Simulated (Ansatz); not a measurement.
PtS2: relaxation of cell and atoms with PBEsol+D4

Crystal: PtS2.

```xyz
3
Lattice="3.5432 0.0000 0.0000 -1.7716 3.0685 0.0000 0.0000 0.0000 5.0388" Properties=species:S:1:pos:R:3 pbc="T T T"
Pt    0.0000    0.0000    0.0000
S     1.7716    1.0228    3.8950
S     0.0000    2.0457    1.1438
```

```json
{
  "Program": "Ansatz 0.2.0",
  "Task": "relaxation of cell and atoms",
  "Functional": "PBEsol",
  "Dispersion": "D4",
  "Potentials or basis": "Ansatz PAW",
  "Cutoff": "420 eV (not typed: the program's choice for these potentials)",
  "k mesh": "9 × 9 × 5",
  "Occupations": "fermi-dirac, width 0.05 eV",
  "Spin": "no spin polarisation"
}
```

```
Relaxed volume                         : 16.44 Å³/atom
Relaxed cell                           : a = 3.566 Å, b = 3.566 Å, c = 4.477 Å, α = 90.00°, β = 90.00°, γ = 120.00°
Space group after relaxing (to 0.05 Å) : P-3m1 (No. 164)
Energy gained by relaxing              : 44.9 meV/atom
Ionic steps                            : 8
Pressure after relaxing                : 0.0 GPa
```

The path:
| step | energy change (eV) | largest force (eV/Å) | volume (Å³) |
| --- | --- | --- | --- |
| 1 | 0.0000 | 0.9600 | 54.78 |
| 2 | -0.0972 | 0.1296 | 51.01 |
| 3 | -0.1267 | 0.0968 | 50.46 |
| 4 | -0.1307 | 0.1013 | 48.51 |
| 5 | -0.1351 | 0.0120 | 49.59 |
| 6 | -0.1354 | 0.0288 | 49.23 |
| 7 | -0.1355 | 0.0001 | 49.31 |
| 8 | -0.1347 | 0.0002 | 49.31 |

Final structure:
```cif
data_structure
_symmetry_space_group_name_H-M 'P 1'
_symmetry_Int_Tables_number 1
_cell_length_a 3.5660
_cell_length_b 3.5660
_cell_length_c 4.4773
_cell_angle_alpha 90.000
_cell_angle_beta 90.000
_cell_angle_gamma 120.000
_cell_volume 49.31
loop_
_atom_site_label
_atom_site_type_symbol
_atom_site_fract_x
_atom_site_fract_y
_atom_site_fract_z
_atom_site_occupancy
Pt1 Pt 0.00000 0.00000 0.00000 1
S1 S 0.66667 0.33333 0.73385 1
S2 S 0.33333 0.66667 0.26615 1
```

Wall time 11 s on 2 threads of Intel(R) Xeon(R) Platinum 8259CL CPU @ 2.50GHz (Skylake/Cascade Lake), with other jobs on the host, peak memory 0.41 GiB.

Caveat: the plane-wave basis is chosen anew once the cell has moved, so the energies of steps on either side of that aren't comparable; the PAW data sets come from PBE, with cores solved anew for the run's functional, which leaves a small shift of forces and pressure. The run has no spin-orbit coupling, so splittings on Pt are missing.
